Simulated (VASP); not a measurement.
# Settings for MgS: relaxation of the atoms

MgS, P1 (no. 1), 8 atoms in the cell. PBE, relaxation of the atoms; PAW potentials S, Mg (PBE set). VASP 6.6.1.

Wanted: energy within 1 meV/atom; two shortest distances of each atom within 0.01 Å.

POSCAR:
```
MgS
1.0
    4.0346224100      0.0000000000      0.0000000000
   -2.0173112000      3.4940855000      0.0000000000
    0.0000000000      0.0000000000     12.8645883600
S Mg
4 4
Direct
    0.6818610000      0.3415690000      0.4401030000
    0.6543790000      0.3432290000      0.9407280000
    0.3309880000      0.6701340000      0.1902870000
    0.3397800000      0.6591740000      0.6912680000
    0.3201860000      0.6553810000      0.4939830000
    0.3451250000      0.6593990000      0.9950040000
    0.6518040000      0.3201780000      0.2466230000
    0.6758780000      0.3509370000      0.7520010000
```

The series start from Force threshold EDIFFG (eV/Å): -0.02; Electronic threshold EDIFF (eV): 1e-6; Relaxation method: conjugate gradient, POTIM 0.5; Mixing and least electronic steps: default. Each series keeps the choices made before it, and each single choice may use up half of a tolerance.

## Force threshold EDIFFG (eV/Å)

| Force threshold EDIFFG (eV/Å) | Energy less reference (meV/atom) | Two shortest distances of each atom, largest deviation (Å) | Time (s) |
|---|---|---|---|
| -0.1 | 0.2 | 0.007 | 29 |
| -0.05 | 0.2 | 0.004 | 42 |
| -0.03 | 0.1 | 0.002 | 40 |
| -0.02 | 0.0 | 0.001 | 33 |
| -0.01 | 0.0 | 0.001 | 71 |
| -0.005 | 0.0 | 0.000 | 59 |
| -0.002 (reference) | 0.0 | 0.000 | 90 |

Chosen: -0.05, the loosest value from which every tighter one stays within half of the tolerance.

## Electronic threshold EDIFF (eV)

| Electronic threshold EDIFF (eV) | Energy less reference (meV/atom) | Two shortest distances of each atom, largest deviation (Å) | SCF iterations | Time (s) |
|---|---|---|---|---|
| 0.001 | 0.0 | 0.001 | 29 | 22 |
| 0.0001 | 0.0 | 0.001 | 36 | 28 |
| 1e-5 | 0.0 | 0.000 | 41 | 19 |
| 1e-6 | 0.0 | 0.000 | 56 | 42 |
| 1e-7 (reference) | 0.0 | 0.000 | 66 | 38 |

Chosen: 0.001.

## Relaxation method

| Relaxation method | Energy less reference (meV/atom) | Two shortest distances of each atom, largest deviation (Å) | SCF iterations | Time (s) |
|---|---|---|---|---|
| conjugate gradient, POTIM 0.5 | 0.0 | 0.000 | 29 | 22 |
| conjugate gradient, POTIM 0.2 | 0.0 | 0.001 | 37 | 22 |
| conjugate gradient, POTIM 1.0 | 0.0 | 0.002 | 30 | 19 |
| quasi-Newton, POTIM 0.5 | 0.0 | 0.001 | 24 | 12 |
| quasi-Newton, POTIM 0.3, 10 steps kept | 0.0 | 0.002 | 24 | 12 |
| quasi-Newton, POTIM 0.5, at least 5 electronic steps | 0.0 | 0.001 | 31 | 14 |
| damped dynamics, POTIM 0.2, SMASS 0.4 | -0.1 | 0.003 | 45 | 24 |
| damped dynamics, POTIM 0.4, SMASS 0.8 | -0.1 | 0.003 | 33 | 16 |
| velocity quench, POTIM 0.1 | 0.0 | 0.002 | 28 | 15 |

Chosen: quasi-Newton, POTIM 0.5, which stays within half of the tolerance.

## Mixing and least electronic steps

| Mixing and least electronic steps | Energy less reference (meV/atom) | Two shortest distances of each atom, largest deviation (Å) | SCF iterations | Time (s) |
|---|---|---|---|---|
| default | 0.0 | 0.000 | 24 | 12 |
| MAXMIX 40 | 0.0 | 0.002 | 23 | 12 |
| NELMIN 4 | 0.0 | 0.001 | 28 | 12 |
| NELMIN 4, MAXMIX 40 | 0.0 | 0.001 | 28 | 13 |
| ALGO Fast | 0.0 | 0.001 | 24 | 12 |

Chosen: default; no other choice that stays within half of the tolerance saves 30 % of the time.

## All choices together

| Input | Energy less reference (meV/atom) | Two shortest distances of each atom, largest deviation (Å) | Time (s) |
|---|---|---|---|
| program defaults (naive) | 0.1 | 0.004 | 17 |
| chosen settings | 0.2 | 0.005 | 12 |
| reference settings throughout | 0.0 | 0.000 | 70 |

The tolerance is met.

## The input

INCAR:
```
SYSTEM = MgS
PREC = Normal ; ENCUT = 300
EDIFF = 0.001 ; ISMEAR = 0
SIGMA = 0.05 ; LREAL = .FALSE.
LASPH = .TRUE. ; NELM = 100
ALGO = Normal ; LWAVE = .FALSE.
LCHARG = .FALSE. ; IBRION = 1
NSW = 150 ; ISIF = 2
EDIFFG = -0.05 ; POTIM = 0.5
KPAR = 8
```

KPOINTS:
```
k-points
0
Gamma
  5 5 2
```

Commands:
```
cat potpaw_PBE.64/S/POTCAR potpaw_PBE.64/Mg/POTCAR > POTCAR
mpirun -np 8 vasp_std > vasp.out
```

The naive input happens to agree within the tolerance here, in 17 s.

Limits: the start was distorted on purpose (atoms moved at random), so the space group given is the start's and not the crystal's.

The chosen input took VASP 6.6.1 12 s on 8 cores (Intel Xeon Platinum 8375C @ 2.90GHz (Ice Lake)), a shared host.

## An input that fails: ionic step far too long

VASP's message: internal error in: us.F  at line: 1398 internal ERROR SETYLM_AUG: -5 2 31 31 -6 1 1 If you are not a developer, you should not encounter this problem. Please submit a bug report.

Changes against the starting input:
```
- NELM = 100
- IBRION = 2
- NSW = 150
- POTIM = 0.5
+ NELM = 60
+ IBRION = 3
+ NSW = 30
+ POTIM = 5.0
+ SMASS = 0.4
```
